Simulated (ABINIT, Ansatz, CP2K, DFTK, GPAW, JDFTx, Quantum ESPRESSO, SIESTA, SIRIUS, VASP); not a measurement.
TiB2: 10 runs at one level of theory

```
CELL_PARAMETERS angstrom
3.02920 0.00000 0.00000
-1.51460 2.62336 0.00000
0.00000 0.00000 3.22840
ATOMIC_POSITIONS crystal
Ti 0.00000 0.00000 0.00000
B 0.66667 0.33333 0.50000
B 0.33333 0.66667 0.50000
```

Alike in all runs: task single point; functional PBEsol; k mesh 10 × 10 × 8; occupations fermi-dirac, width 0.05 eV; no spin polarisation; no spin-orbit coupling. Pressure is positive in compression and, in plane waves, holds the error of the finite cutoff.

```tsv
program and potentials	plane-wave cutoff (eV)	notes	pressure (GPa)
DFTK, PseudoDojo SR PBEsol 0.4.1 standard (PBEsol)	1143	-	-4.68
SIRIUS, PseudoDojo 0.4.1 PBEsol standard (scalar relativistic)	1152	-	-4.68
JDFTx, PseudoDojo-SR-PBEsol-0.4.1-standard with smoothed tails	1143	-	-4.68
Quantum ESPRESSO, GBRV 1.5 PBEsol	612	-	-4.87
CP2K, POTENTIAL_UZH Ti GTH-PBE-q12, B GTH-PBE-q3; TZVP-MOLOPT-PBE-GTH basis	-	atomic basis; potentials made for PBE	-3.96
GPAW, PAW data sets generated for this functional	800	-	-4.57
ABINIT, PseudoDojo NC SR PBEsol v0.4.1 standard	1143	-	-4.68
VASP, PBE PAW files B, Ti_sv, 520 eV	520	potentials made for PBE	-4.71
Ansatz, all-electron LAPW, scalar-relativistic	-	-	?
SIESTA, files PseudoDojo sr-pbesol-0.4.1-standard, DZP (energy shift 0.003 Ry; two zetas on semicore shells)	-	atomic basis	-2.14
```

Task: Estimate from the other rows what the run with Ansatz, all-electron LAPW, scalar-relativistic gave.

Result: Pressure -5.09 GPa. The other rows, which needn't bracket it: pressure -4.87 to -2.14.
